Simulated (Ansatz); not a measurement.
The calculation used Ansatz, DFT PBE, scalar-relativistic, plane waves, PAW. Settings: cutoff 420 eV, Γ-centred meshes spaced at most about 0.3 Å⁻¹, and about 0.25 Å⁻¹ or finer for metals (2π included), Gaussian smearing. No spin polarisation.

Temperature and zero-point effects are left out.

Question: Order these relaxed structures of SnGe5 by energy, lowest first, with the energy over the lowest of them.
A.

```
CELL_PARAMETERS angstrom
5.51514 0.00000 0.00000
-2.75757 4.77625 0.00000
0.00000 0.00000 5.04393
ATOMIC_POSITIONS crystal
Sn 0.00000 0.00000 0.00000
Ge 0.33333 0.66667 0.00000
Ge 0.66667 0.33333 0.00000
Ge 0.50000 0.00000 0.50000
Ge 0.50000 0.50000 0.50000
Ge 0.00000 0.50000 0.50000
```

B.

```
CELL_PARAMETERS angstrom
2.36352 -5.89356 0.00000
2.36352 5.89356 0.00000
0.00000 0.00000 4.48332
ATOMIC_POSITIONS crystal
Sn 0.00000 0.00000 0.00000
Ge 0.50000 0.50000 0.50000
Ge 0.32769 0.67231 0.00000
Ge 0.17812 0.82188 0.50000
Ge 0.82188 0.17812 0.50000
Ge 0.67231 0.32769 0.00000
```

Answer: B (0 meV/atom), A (58 meV/atom). Forms: B Cmmm; A CaCu5 type, P6/mmm. Counting Ge atoms around Sn (those within 1.25 times the shortest such distance or 1.15 times the sum of covalent radii; a plus sign parts nearer from farther groups; the shortest distance is added where it is long for a bond): B has Sn 12 from 3.1 Å; A has Sn 6+12 from 3.2 Å. Both come from invented guesses. The lowest form computed isn't among them: it has space group Pmmm (No. 47), 20.8 Å³/atom and lies 12 meV/atom below the best shown. Even the lowest of the cells shown lies +0.29 eV/atom against the elements.

Cells relaxed within their symmetry can be saddle points. Some structure types and database cells were kept out of the candidates from the start, so a known form may be missing.
